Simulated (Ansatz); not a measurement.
# C: a line through an energy map

How does the energy of C (Fmmm, No. 69; 2 atoms in the cell) vary with volume per atom, at stretch along c over the lengths across it = 1.062?

Program: Ansatz 0.2.0. Level of theory: DFT PBEsol+D3(BJ), scalar-relativistic, plane waves, PAW. These are calculated values, not measurements.

16 further runs of the same task are left out: 16 set aside as unsound or not needed.

**1. The structure to begin with**

The structure is orthorhombic, space group Fmmm (No. 69). Conventional cell: a = 2.459 Å, b = 4.256 Å, c = 6.649 Å, α = 90.00°, β = 90.00°, γ = 90.00°. C (site symmetry m2m) has 3 C at 1.42 Å as nearest neighbours.

As a file:

```cif
data_structure
_symmetry_space_group_name_H-M 'P 1'
_symmetry_Int_Tables_number 1
_cell_length_a 3.9471
_cell_length_b 3.5444
_cell_length_c 2.4576
_cell_angle_alpha 80.008
_cell_angle_beta 62.172
_cell_angle_gamma 37.820
_cell_volume 17.39
loop_
_atom_site_label
_atom_site_type_symbol
_atom_site_fract_x
_atom_site_fract_y
_atom_site_fract_z
_atom_site_occupancy
C1 C 0.16671 0.83329 0.16671 1
C2 C 0.83329 0.16671 0.83329 1
```

This cell was relaxed beforehand with the same method: volume 8.70 Å³/atom, gap on the mesh 0.08 eV.

**2. Plan of the line**

The energy is mapped over volume and the cell's shape.

First coordinate, volume per atom: 7 values from 7.31 to 10.09 Å³. Second coordinate, stretch along c over the lengths across it, relative to the relaxed cell: 7 values from 0.834 to 1.200.

Nothing else is relaxed (fractional coordinates fixed). Energies count from the relaxed crystal. Points are written as (first, second).

**3. Grid point (7.31 Å³, 1.062)**

The input, input.yaml:

```yaml
crystal:
  lattice:
    - [0.0, 1.9677098589, 3.2661100917]
    - [1.1368097422, 0.0, 3.2661100917]
    - [1.1368097422, 1.9677098589, 0.0]
  atoms:
    - { symbol: C, position: [0.1667066167, 0.8332933833, 0.1667066167] }
    - { symbol: C, position: [0.8332933833, 0.1667066167, 0.8332933833] }
basis:
  ecutwfc: 520.0
kpoints:
  mp_grid: { grid: [18, 18, 18] }
hamiltonian:
  xc: pbesol
  pseudopotentials: { kind: paw, azcp: { folder: soft_1 } }
  dispersion: d3bj
scf:
  occupations: { method: gaussian, width: 0.03 }
output:
  forces: true
  stress: true
  eigenvalues: true
  write_density: true
  write_potential: true
  elf: true
  volumetric_format: npy
```

The run is started by

```bash
$ ansatz run input.yaml --threads 1 --pin off --max-ram 2048MiB --backend cpu --events-out ev --progress --plain --runs-dir out
```

The session goes on with these runs: the other points of the line.

Before running it: what results should come out? Wanted: for each run, volume per atom; energy; slope; pressure; largest force on an atom.

**Answer**, as computed:

| volume per atom (Å³) | step | energy (meV/atom) | slope (meV/atom per Å³) | pressure (GPa) | band gap on the k-mesh (eV) | largest force on an atom (eV/Å) |
| --- | --- | --- | --- | --- | --- | --- |
| 7.31 | 3 | 489 | −587 | 94 | 0.084 | 0.001 |
| 7.77 | 4 | 263 | −398 | 64 | 0.076 | 0.001 |
| 8.23 | – | 115 | −245 | 39 | 0.070 | 0.003 |
| 8.70 | 5 | 32 | −116 | 19 | 0.064 | 0.004 |
| 9.16 | – | 3.3 | −13 | 2 | 0.059 | 0.005 |
| 9.62 | 6 | 17 | 68 | −11 | 0.055 | 0.007 |
| 10.09 | 7 | 64 | 131 | −21 | 0.051 | 0.008 |

Energies count from the relaxed crystal. Rows without a step come from runs not printed here or follow by symmetry. Slopes come from the forces (and the stress, where the cell changes), not from differences of energies.

**Reading.** The lowest point of the line is at 9.16 Å³, 3.3 meV/atom from the zero. The highest point computed, at 7.31 Å³, lies 486 meV/atom above the lowest. This is one cut through a surface in two coordinates; the map's lowest point lies off it. The gap on the mesh closes on part of the grid.
